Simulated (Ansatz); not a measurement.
All numbers below come from DFT PBE, scalar-relativistic, plane waves, PAW in Ansatz.

Cutoff 420 eV; k points 10×10×10 on the computed 4-atom cell (Γ-centred); Gaussian smearing, width 0.10 eV; no spin polarisation.

Structure with the computed forces (eV/Å) in the last three columns:

```xyz
4
Lattice="-2.9945 3.0413 2.6860 3.0074 -2.9871 2.6388 2.9793 2.9719 -2.6242" Properties=species:S:1:pos:R:3:forces:R:3 pbc="T T T" pressure_GPa=6.88
Sc    2.2053    0.8843   -0.1418   -2.0930    1.3290    0.7660
Sc    1.0584    3.8880   -0.1398   -0.5190    0.2900    1.5310
Sc    1.8782   -0.8745    2.8460    0.9360   -0.0780   -1.4610
Sc    0.8424    2.1541    2.8368    1.6770   -1.5400   -0.8360
```

Stress tensor (GPa, compression positive):

```
6.16 0.70 0.69
0.70 8.70 0.29
0.69 0.29 5.80
```

This form isn't the element's structure at ambient conditions.